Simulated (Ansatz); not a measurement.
Ca: the change of pressure with volume per atom

Equation of state of a cubic crystal from periodic Kohn-Sham density functional theory without spin; pressure corrected for the finite basis. The results are calculated, by Ansatz 0.2.0 development build.

Cell of the first row (space group Im-3m, No. 229):
```
CELL_PARAMETERS angstrom
-2.14770 2.14770 2.14770
2.14770 -2.14770 2.14770
2.14770 2.14770 -2.14770
ATOMIC_POSITIONS crystal
Ca 0.00000 0.00000 0.00000
```

Settings of every row: formula Ca; structure type bcc; functional PBE; spin treatment none; k mesh 18x18x18; occupation method fermi-dirac; occupation width 0.061225619 eV; wave cutoff 420 eV; datasets soft-1 PAW; density cutoff ratio 4.

Limits: a cubic model structure, not a phase known at ambient conditions.

```csv
row,volume per atom (Å³),pressure (GPa),energy above lowest point (meV/atom)
1,39.627,1.108,8.37
2,40.47,0.708,3.6
3,41.313,0.338,0.86
4,42.156,?,?
5,42.999,-0.325,0.88
6,43.842,-0.621,3.38
7,44.685,-0.895,7.38
```

Question: what pressure should row 4 give?

Worked fit of pressure. Take u = (V_r/V)^(2/3) − 1 with V_r = 42.156 Å³ an atom, which is twice the finite (Eulerian) strain; such expansions in the strain, on which the Birch-Murnaghan equation of state is built, carry the rest volume and the bulk modulus. The shown rows have u = 0.04211, 0.02758, 0.01356, -0.01311, -0.0258, -0.0381. Least squares give pressure = −0.0061 + 24.821 × u + 38.93 × u² GPa; a straight line predicts inner rows, each left out in turn, worse (root mean square 0.023 against 0.00047 GPa). All shown rows lie on it to the printed digit. The pressure vanishes at u = 0.0002, or V = 42.14 Å³ an atom, and there the bulk modulus at fixed shape and fractions is B = −V dP/dV = (2/3)(1 + u) dP/du = 16.6 GPa. The withheld row has u = 0, so the fit gives −0.0061 + 24.821 × (0) + 38.93 × (0)² = -0.006 GPa.

The calculation gave -0.006 GPa. The fit meets it to the printed digit.

The other values of row 4: energy above lowest point 0 meV/atom.
